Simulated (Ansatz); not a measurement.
# TaC: further runs on the relaxed cell

The task here is to estimate one member of a computed series from the others.

The COD entry's cell or inner coordinates are ideal or old and differ from later refinements, so a difference from it is no clean test against experiment.

Method: DFT r2SCAN, scalar-relativistic, plane waves, PAW, in Ansatz 0.2.0.

1 further run of the same task is left out (set aside as unsound or not needed).

### The system as given

Symmetry: Fm-3m, No. 225, cubic system. The conventional cell has a = 4.462 Å, b = 4.462 Å, c = 4.462 Å, α = 90.00°, β = 90.00°, γ = 90.00°. Ta (site symmetry m-3m) is surrounded by 6 C at 2.23 Å. C (site symmetry m-3m) has 6 Ta at 2.23 Å as nearest neighbours.

As a file:

```cif
data_structure
_symmetry_space_group_name_H-M 'P 1'
_symmetry_Int_Tables_number 1
_cell_length_a 3.1551
_cell_length_b 3.1551
_cell_length_c 3.1551
_cell_angle_alpha 60.000
_cell_angle_beta 60.000
_cell_angle_gamma 60.000
_cell_volume 22.21
loop_
_atom_site_label
_atom_site_type_symbol
_atom_site_fract_x
_atom_site_fract_y
_atom_site_fract_z
_atom_site_occupancy
Ta1 Ta 0.00000 0.00000 0.00000 1
C1 C 0.50000 0.50000 0.50000 1
```

It is the result of an earlier relaxation at this level (volume 11.10 Å³/atom; gap on the mesh: none (metal)).

The first run:

The input, input.yaml:

```yaml
crystal:
  lattice:
    - [0.0, 2.2310172564, 2.2310172564]
    - [2.2310172564, 0.0, 2.2310172564]
    - [2.2310172564, 2.2310172564, 0.0]
  atoms:
    - { symbol: Ta, position: [0.0, 0.0, 0.0] }
    - { symbol: C, position: [0.5, 0.5, 0.5] }
basis:
  ecutwfc: 500
kpoints:
  mp_grid: { grid: [16, 16, 16] }
  band_path:
    path:
      - [[0.0, 0.0, 0.0], [0.5, 0.0, 0.5], [0.625, 0.25, 0.625]]
      - [[0.375, 0.375, 0.75], [0.0, 0.0, 0.0], [0.5, 0.5, 0.5], [0.5, 0.25, 0.75], [0.5, 0.0, 0.5]]
    npoints: 14
hamiltonian:
  xc: r2scan
scf:
  occupations: { method: gaussian, width: 0.1 }
  n_extra_bands: 6
output:
  forces: true
  stress: true
  eigenvalues: true
  populations: true
  dos: { projected: true, de: 0.02, nscf_kmesh: { grid: [24, 24, 24] } }
  bader: true
  write_density: true
  write_potential: true
  elf: true
  volumetric_format: npy
```

On the command line:

```bash
ansatz run input.yaml --threads 1 --pin off --max-ram 2560MiB --backend cpu --events-out ev --progress --plain --runs-dir out
```

Steps of the session up to this table: Electronic structure at the relaxed geometry; Volume × 0.97; The cell scaled to 1.03 of its volume; Point at V/V0 = 0.94; Volume × 1.06.

One of the session's tables, all rows but one given; the rest of the session is left out.

It belongs to the step «Energy against volume». 

| volume (Å³/atom) | energy above the lowest point (meV/atom) | pressure (GPa) |
| --- | --- | --- |
| 10.438 | 46.9 | 23.82 |
| 10.772 | 11.1 | 10.97 |
| 11.105 | 0.0 | -0.04 |
| 11.438 | ? | ? |
| 11.771 | 38.4 | -17.53 |

Q: Estimate the row for volume (Å³/atom) = 11.438 from the others.

Worked estimate for «energy above the lowest point (meV/atom)». A straight line through the neighbours (11.105, 0.0) and (11.771, 38.4) gives 0.0 + (38.4 − 0.0) × (11.438 − 11.105) / (11.771 − 11.105) = 19.2; a parabola fitted to 3 rows on both sides gives 9.1.

The run gave: energy above the lowest point (meV/atom): 10.1; pressure (GPa): -9.46. In «energy above the lowest point (meV/atom)» the line misses by +9.1 and the parabola by -1.0.
